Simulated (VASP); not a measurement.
Write the native input for VASP 6.6.1 that does the following.

```
Task                   : relaxation of cell and atoms
Functional             : PBEsol
Dispersion             : D4
Potentials or basis    : VASP PAW PBE potentials, release 64 (Au, Cu)
Cutoff                 : 600 eV
k mesh                 : 7 × 7 × 7
Occupations            : fermi-dirac, width 0.05 eV
Spin                   : no spin polarisation
Further INCAR settings : ALGO = Normal; EDIFF = 1e-06; IBRION = 2; EDIFFG = -0.01; NSW = 40; ISIF = 3
```

The structure of Cu3Au (Auricupride) lies in POSCAR:

```
Cu3Au
1.0
    3.7400000000      0.0000000000      0.0000000000
    0.0000000000      3.7400000000      0.0000000000
    0.0000000000      0.0000000000      3.7400000000
Au Cu
1 3
Direct
    0.0000000000      0.0000000000      0.0000000000
    0.5000000000      0.5000000000      0.0000000000
    0.5000000000      0.0000000000      0.5000000000
    0.0000000000      0.5000000000      0.5000000000
```

One way to write it, as run:

INCAR

```
PREC = Accurate
ENCUT = 600
EDIFF = 1E-6
ISMEAR = -1
SIGMA = 0.05
LREAL = F
LASPH = T
NELM = 60
ALGO = Normal
ISIF = 3
LWAVE = F
LCHARG = F
GGA = PS
IVDW = 13
IBRION = 2
NSW = 40
EDIFFG = -0.01
```

KPOINTS

```
Automatic mesh
0
Gamma
  7 7 7
```

Potentials or basis: VASP PAW PBE potentials, release 64 (Au, Cu).

Launch:

```sh
$ cat potpaw_PBE.64/Au/POTCAR potpaw_PBE.64/Cu/POTCAR > POTCAR
$ mpirun -np 1 vasp_std > vasp.out
```

It gave:

```
Relaxed volume                         : 12.55 Å³/atom
Relaxed cell                           : a = 3.689 Å, b = 3.689 Å, c = 3.689 Å, α = 90.00°, β = 90.00°, γ = 90.00°
Space group after relaxing (to 0.05 Å) : Pm-3m (No. 221)
Energy gained by relaxing              : 11.6 meV/atom
Ionic steps                            : 3
Pressure after relaxing                : 0.0 GPa
Band gap on the k mesh                 : none (metal or under the smearing width)
Dispersion energy per atom             : -0.345 eV
```

Caveat: the PAW data sets were made with another functional, which shifts forces and pressure a little; pairwise dispersion overbinds metals, which lowers pressure and volume.

Run time: 73 s on 1 thread of Intel(R) Xeon(R) Platinum 8375C CPU @ 2.90GHz (Ice Lake), with other jobs on the host, peak memory 0.19 GiB.
